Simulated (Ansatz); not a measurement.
The system is Nb.

```
Nb
1.0
     0.00000    2.11500    2.11500
     2.11500    0.00000    2.11500
     2.11500    2.11500    0.00000
Nb
1
Direct
  0.00000 0.00000 0.00000
```

This isn't the form of Nb at room conditions, which is bcc.

Program: Ansatz 0.2.0. Alike in all runs: potentials or basis Ansatz PAW; no spin polarisation; cell as given; k mesh 6 × 6 × 6; smearing fermi-dirac 0.05 eV; the mesh is coarse, so values aren't converged.

Order these runs on this cell by their pressure, lowest first.
A. level HSEsol; cutoff (eV) 420; points for each segment of the path 4
B. level B3LYP; cutoff (eV) 420
C. level r2SCAN0; cutoff (eV) 500
D. level HF; cutoff (eV) 420

A (-5.9 GPa), C (-2.7 GPa), B (0.3 GPa), D (9.3 GPa).

Caveats: all runs use coarse meshes; the PAW data sets come from PBE, with cores solved anew for the run's functional, which leaves a small shift of forces and pressure; the thresholds are loose for stress.
